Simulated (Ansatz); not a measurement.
# Ge (Imma) in Ansatz: notebook

The runs below take Ge through band structure, with PBE, LDA, PBEsol.

Program: Ansatz 0.2.0. These are calculated values, not measurements. Logs are shortened: lines on timing, memory, paths and dates and some standing lists are left out, and cuts for length are marked.

## (1) Starting point

The structure is orthorhombic, space group Imma (No. 74). The conventional cell has a = 4.992 Å, b = 5.302 Å, c = 2.874 Å, α = 90.00°, β = 90.00°, γ = 90.00°. Ge (site symmetry mm2) is surrounded by 6 Ge at 2.68 to 2.87 Å.

This isn't the form of Ge at room conditions, which is diamond.

## (2) Band structure, PBE

input.yaml reads:

```yaml
crystal:
  lattice:
    - [-2.495898, 2.650863, 1.436947]
    - [2.495898, -2.650863, 1.436947]
    - [2.495898, 2.650863, -1.436947]
  atoms:
    - { symbol: Ge, position: [0.314057, 0.064057, 0.25] }
    - { symbol: Ge, position: [0.685943, 0.935943, 0.75] }
kpoints:
  mp_grid: { grid: [11, 11, 11] }
  band_path:
    path:
      - [0.0, 0.0, 0.0]
      - [0.3234593264, 0.3234593264, -0.3234593264]
      - [0.2950845098, 0.3518341431, -0.2950845098]
      - [0.0, 0.5, 0.0]
      - [0.25, 0.25, 0.25]
      - [0.5, 0.0, 0.0]
      - [0.6765406736, -0.3234593264, 0.3234593264]
      - [0.5, -0.5, 0.5]
    npoints: 6
scf:
  occupations: { method: fermi_dirac, width: 0.05 }
hamiltonian:
  xc: pbe
  pseudopotentials: { kind: all_electron, lapw: { basis_error: 0.001 } }
output:
  forces: true
  stress: true
  eigenvalues: true
```

Potentials or basis: all-electron LAPW, scalar-relativistic.

On the command line:

```console
ansatz run input.yaml --threads 1 --pin off --max-ram 3072MiB --backend cpu --events-out ev --progress --plain --runs-dir out
```

Output:

```text
Warning: RAYON_NUM_THREADS=1 ignored (pool sized by the plan → 1); use --threads N
LAPW: plane waves up to 8.137 Å⁻¹, error target 1.0e-3 eV per atom; small_component_spin mean_spin; Ge in spheres of 1.338 Å, 22 of its electrons in bands, Dirac shells [] (how accurate: hamiltonian.pseudopotentials.lapw.basis_error, Limitations)
Engine: ansatz 0.2.0, aarch64-unknown-linux-gnu
Pseudopotentials: kind: all_electron
Pseudopotential: Ge, LAPW, valence charge 22, lapw/all_electron/scalar/gaussian/Ge, Koelling and Harmon's equation, gaussian nucleus
Functional definition: PBE
  parameter kappa = 0.804
  parameter beta = 0.06672455060314922
  exchange = pbe_x(kappa = kappa, mu = beta*pi^2/3)
  correlation = pbe_c(beta = beta)
Crystal: 2 atoms, lattice volume = 38.029 Å³
Basis set: ecut = 252.27622315273203 eV, 335 PW (Γ), FFT grids on a1+a2, a2, a3, exchange–correlation at level 2
Bands: 27, of which v1, the nominal top of the filled ones, is band 22 counted from 1 (21 counted from 0)
Symmetry: 8 space group operations
Space group: Imma (ITA 74), of the structure as read, at distance tolerance 3.4e-5 Å
k-points: 216 of 1331
Non-local potential: Ge, projectors of the file, none
Initial density: superposition of atomic densities (chi_scale 0.1, normalization cell)
Initial wavefunctions: plane waves of lowest kinetic energy (no species holds an atomic orbital)
Functional: x = pbe(κ = 0.804, μ = 0.2195149727645171), c = pbe(β = 0.06672455060314922)
iter 1 solved again at ethr=8.40e-5 eV; its pass at ethr=1.00e-1 eV (dr2=3.70e-2 eV) is discarded
SCF iter   1: F=—  HF=-114232.156020 eV  |F-HF|=—  |Δ(HF+E_count)|=         —  Δρ=1.28e-2  dr2=3.71e-2  ethr=8.40e-5  ⟨swp⟩=3.0  Hψ=38781  notcnv=0
preconditioner: auto → Kerker (q_TF=auto, 2.795 Å⁻¹)  [metal: Δε(μ)=0.013 eV  Ē_g=24.072 eV  σ=0.050 eV  W_gap=0.07  n_scr=16 (ndim 8)  ℏωp=31.9 eV  f_vac=0.000  D(μ)=0.75/eV (n_scr^D=4)]
SCF iter   2: F=—  HF=-114232.140477 eV  |F-HF|=—  |Δ(HF+E_count)|=   1.55e-2  Δρ=8.56e-3  dr2=1.93e-2  ethr=8.40e-5  ⟨swp⟩=2.0  Hψ=17506  notcnv=0
SCF iter   3: F=—  HF=-114232.141346 eV  |F-HF|=—  |Δ(HF+E_count)|=   8.70e-4  Δρ=5.05e-3  dr2=7.39e-3  ethr=4.38e-5  ⟨swp⟩=2.0  Hψ=16930  notcnv=0
SCF iter   4: F=—  HF=-114232.142342 eV  |F-HF|=—  |Δ(HF+E_count)|=   9.95e-4  Δρ=1.85e-3  dr2=1.29e-3  ethr=1.68e-5  ⟨swp⟩=2.0  Hψ=16930  notcnv=0
iter 5 solved again at ethr=1.09e-7 eV; its pass at ethr=2.93e-6 eV (dr2=4.81e-5 eV) is discarded
SCF iter   5: F=—  HF=-114232.142466 eV  |F-HF|=—  |Δ(HF+E_count)|=   1.24e-4  Δρ=3.18e-4  dr2=4.83e-5  ethr=1.09e-7  ⟨swp⟩=2.0  Hψ=28847  notcnv=0
SCF iter   6: F=—  HF=-114232.142477 eV  |F-HF|=—  |Δ(HF+E_count)|=   1.10e-5  Δρ=1.12e-4  dr2=5.72e-6  ethr=1.09e-7  ⟨swp⟩=2.2  Hψ=16945  notcnv=0
SCF iter   7: F=-114232.142478 eV  HF=-114232.142478 eV  |F-HF|=2.72e-9  |Δ(HF+E_count)|=   1.83e-6  Δρ=1.82e-5  dr2=9.45e-8  ethr=1.30e-8  ⟨swp⟩=3.0  Hψ=17600  notcnv=0
SCF 1 converged in 7 iterations: F = -114232.142478 eV  dr2 = 9.45e-8
NSCF: frozen V_eff on 43 k-points
SCF converged after 7 iterations
Free energy (F): -114232.142478 eV
Harris-Foulkes:  -114232.142478 eV  (|F-HF|=2.72e-9)
Internal energy: -114232.136173 eV  (E = F + TS)
E sigma→0 (E₀):  -114232.139326 eV
Entropy (-TS):   -0.006305 eV (-3.153 meV/atom)
Fermi energy:    12.503736 eV
--- Per-component energies (eV) ---
  E_band       = -1970.635227
  E_kinetic    = 116627.821541
  E_xc         = -4340.082248
  E_electrostatic = -226519.875466  (all electrons and nuclei)
  E_smearing   = -0.006305  (= −TS)
  E_closure    = 0.000000  (closes the sum)
  E_atoms      = -114223.599835  (free atoms, spherical and without spin; not in F)
  Σ components = -114232.142478   (vs F -114232.142478, Δ=0.00e0)
  Basis errors (estimates in eV, not in F): energy 3.4e-4 per atom: plane waves 3.1e-4 (1.7e-4 summed), levels above the bands 3.5e-68, relativity 1.7e-8, radial functions 3.2e-5, core shells 4.7e-11; eigenvalues (radial functions only) 5.1e-6; not estimated: angular momenta, meshes, grids; target (lapw.basis_error) 1.0e-3; muffin-tin radii Ge 1.338 Å
--- Forces (eV/Å), atoms counted from 1 ---
  atom   1  Ge     0.00000000     0.00000000     0.05742312
  atom   2  Ge     0.00000000     0.00000000    -0.05742312
  max |Σ_I F_I| component: 1.39e-17 eV/Å
--- Stress (GPa, compression-positive) ---
        2.384834       0.000000       0.000000
        0.000000       0.327409       0.000000
        0.000000       0.000000       0.845664
  P = ⅓ Tr σ = 1.1860 GPa (11.860 kbar)
--- Band table (eV; the first three rows and the last of 216) ---
  k-point 0: bands = ["-151.2349", "-151.2345", "-98.3806", "-98.3803", "-98.3682", "-98.3654", "-98.3474", "-98.3435", "-12.2731", "-12.1969", "-12.1948", "-12.1926", "-12.1587", "-12.1230", "-12.0626", "-12.0601", "-12.0313", "-11.9618", "-0.6151", "8.6669", "10.1373", "10.5815", "15.9470", "19.4410", "19.6603", "20.3824", "20.7172"]
  k-point 1: bands = ["-151.2349", "-151.2345", "-98.3806", "-98.3803", "-98.3681", "-98.3654", "-98.3473", "-98.3436", "-12.2682", "-12.1996", "-12.1958", "-12.1889", "-12.1545", "-12.1210", "-12.0632", "-12.0618", "-12.0339", "-11.9673", "-0.5236", "7.8299", "10.4430", "10.9961", "16.4229", "18.6553", "19.6244", "20.2713", "20.3351"]
  k-point 2: bands = ["-151.2349", "-151.2345", "-98.3806", "-98.3804", "-98.3680", "-98.3656", "-98.3471", "-98.3438", "-12.2541", "-12.2051", "-12.1984", "-12.1782", "-12.1450", "-12.1153", "-12.0668", "-12.0651", "-12.0413", "-11.9828", "-0.2495", "6.4595", "10.7638", "11.7943", "17.3493", "17.7477", "18.8951", "19.8267", "20.0019"]
  k-point 215: bands = ["-151.2347", "-151.2347", "-98.3808", "-98.3802", "-98.3684", "-98.3652", "-98.3476", "-98.3433", "-12.2485", "-12.1876", "-12.1582", "-12.1318", "-12.1101", "-12.1034", "-12.0911", "-12.0800", "-12.0675", "-12.0644", "3.4380", "3.9124", "6.7001", "7.3542", "16.9332", "19.3683", "23.0582", "23.3359", "24.9241"]
```

It took 48 s on 1 thread of Arm Neoverse V1, shared host; peak memory 0.53 GiB.

What came out:

```
Free energy             : -114232.1425 eV
Pressure                : 1.2 GPa
Largest force           : 0.057 eV/Å
Band gap along the path : none (metal or under the smearing width)
```

Forces on the atoms (eV/Å):
```
Ge   0.000  0.000  0.057
Ge   0.000  0.000 -0.057
```

Stress tensor (GPa, compression positive):
```
2.38 0.00 0.00
0.00 0.33 0.00
0.00 0.00 0.85
```

Levels at the corners of the path, in eV from the Fermi level:
```csv
point,band 20,band 21,band 22,band 23,band 24,band 25,band 26,band 27
Γ,-3.84,-2.37,-1.92,3.44,6.94,7.16,7.88,8.21
X,-6.60,-3.77,-3.68,-3.31,3.70,5.58,7.37,10.61
L,-6.63,-3.91,-3.75,-2.96,3.52,5.78,7.26,10.74
T,-5.91,-3.47,-2.27,-1.80,3.12,4.00,6.54,8.48
W,-7.00,-4.31,-4.31,3.85,3.85,5.14,5.14,7.96
R,-6.98,-1.96,-1.57,-0.79,1.48,3.18,4.28,9.36
X1,-6.60,-3.77,-3.68,-3.31,3.70,5.58,7.37,10.61
Z,-8.24,-5.85,-5.60,4.38,6.83,10.70,11.27,12.59
```

## (3) Band structure, LDA

Edit input.yaml of step 2 so:

```diff
@@ -24,3 +24,3 @@
 hamiltonian:
-  xc: pbe
+  xc: lda
   pseudopotentials: { kind: all_electron, lapw: { basis_error: 0.001 } }
```

Potentials or basis: all-electron LAPW, scalar-relativistic.

On the command line:

```console
ansatz run input.yaml --threads 1 --pin off --max-ram 3072MiB --backend cpu --events-out ev --progress --plain --runs-dir out
```

It took 47 s on 1 thread of Arm Neoverse V1, shared host; peak memory 0.56 GiB.

It converged, with:

- Free energy: -114073.9151 eV
- Pressure: -4.2 GPa
- Largest force: 0.068 eV/Å
- Band gap along the path: none (metal or under the smearing width)

Forces in eV/Å, atoms in the order of the input:
```
Ge   0.000  0.000  0.068
Ge   0.000  0.000 -0.068
```

Stress tensor (GPa, compression positive):
```
-3.04  0.00  0.00
 0.00 -5.06  0.00
 0.00  0.00 -4.43
```

Levels at the corners of the path, in eV from the Fermi level:
| point | band 20 | band 21 | band 22 | band 23 | band 24 | band 25 | band 26 | band 27 |
| --- | --- | --- | --- | --- | --- | --- | --- | --- |
| Γ | -3.95 | -2.33 | -1.89 | 3.55 | 6.88 | 7.07 | 7.78 | 8.12 |
| X | -6.65 | -3.72 | -3.63 | -3.27 | 3.61 | 5.58 | 7.41 | 10.70 |
| L | -6.68 | -3.86 | -3.70 | -2.92 | 3.44 | 5.76 | 7.30 | 10.84 |
| T | -5.89 | -3.54 | -2.24 | -1.77 | 3.21 | 3.96 | 6.49 | 8.53 |
| W | -7.06 | -4.27 | -4.27 | 3.82 | 3.82 | 5.09 | 5.09 | 8.04 |
| R | -7.00 | -1.98 | -1.55 | -0.76 | 1.53 | 3.14 | 4.25 | 9.39 |
| X1 | -6.65 | -3.72 | -3.63 | -3.27 | 3.61 | 5.58 | 7.41 | 10.70 |
| Z | -8.29 | -5.80 | -5.55 | 4.35 | 6.85 | 10.57 | 11.10 | 12.51 |

## (4) Band structure, PBEsol

Edit input.yaml of step 3 so:

```diff
@@ -24,3 +24,3 @@
 hamiltonian:
-  xc: lda
+  xc: pbesol
   pseudopotentials: { kind: all_electron, lapw: { basis_error: 0.001 } }
```

On the command line:

```console
ansatz run input.yaml --threads 1 --pin off --max-ram 3072MiB --backend cpu --events-out ev --progress --plain --runs-dir out
```

It took 49 s on 1 thread of Arm Neoverse V1, shared host; peak memory 0.53 GiB.

The run converged. Its results:

* Free energy: -114149.3230 eV
* Pressure: -2.5 GPa
* Largest force: 0.059 eV/Å
* Band gap along the path: none (metal or under the smearing width)

Forces on the atoms (eV/Å):
```
Ge   0.000  0.000  0.059
Ge   0.000  0.000 -0.059
```

Stress tensor (GPa, compression positive):
```
-1.29  0.00  0.00
 0.00 -3.32  0.00
 0.00  0.00 -2.76
```

Levels at the corners of the path, in eV from the Fermi level:
| point | band 19 | band 20 | band 21 | band 22 | band 23 | band 24 | band 25 | band 26 | band 27 |
| --- | --- | --- | --- | --- | --- | --- | --- | --- | --- |
| Γ | -13.12 | -3.84 | -2.36 | -1.91 | 3.40 | 6.93 | 7.16 | 7.87 | 8.21 |
| X | -7.45 | -6.59 | -3.77 | -3.69 | -3.32 | 3.70 | 5.58 | 7.36 | 10.57 |
| L | -7.46 | -6.63 | -3.92 | -3.76 | -2.97 | 3.52 | 5.78 | 7.25 | 10.71 |
| T | -8.20 | -5.92 | -3.47 | -2.26 | -1.79 | 3.08 | 4.00 | 6.54 | 8.46 |
| W | -7.00 | -7.00 | -4.32 | -4.32 | 3.86 | 3.86 | 5.14 | 5.14 | 7.93 |
| R | -8.05 | -6.98 | -1.96 | -1.57 | -0.79 | 1.47 | 3.18 | 4.28 | 9.33 |
| X1 | -7.45 | -6.59 | -3.77 | -3.69 | -3.32 | 3.70 | 5.58 | 7.36 | 10.57 |
| Z | -9.11 | -8.23 | -5.86 | -5.61 | 4.38 | 6.83 | 10.69 | 11.26 | 12.59 |

## (5) Overview

```csv
level,cutoff (eV),pressure (GPa),largest force (eV/Å)
PBE,252,1.2,0.06
LDA,253,-4.2,0.07
PBEsol,252,-2.5,0.06
```

Alike in all rows: task band structure; potentials or basis all-electron LAPW, scalar-relativistic; no spin polarisation; cell as given; k mesh 11 × 11 × 11; smearing fermi-dirac 0.05 eV; basis error allowed 0.001 eV/atom.

The pressure there spans -4.2 GPa (LDA) to 1.2 GPa (PBE); a positive pressure means that this level wants a larger cell, a negative one a smaller.

Compare energies only between runs with the same functional and basis.
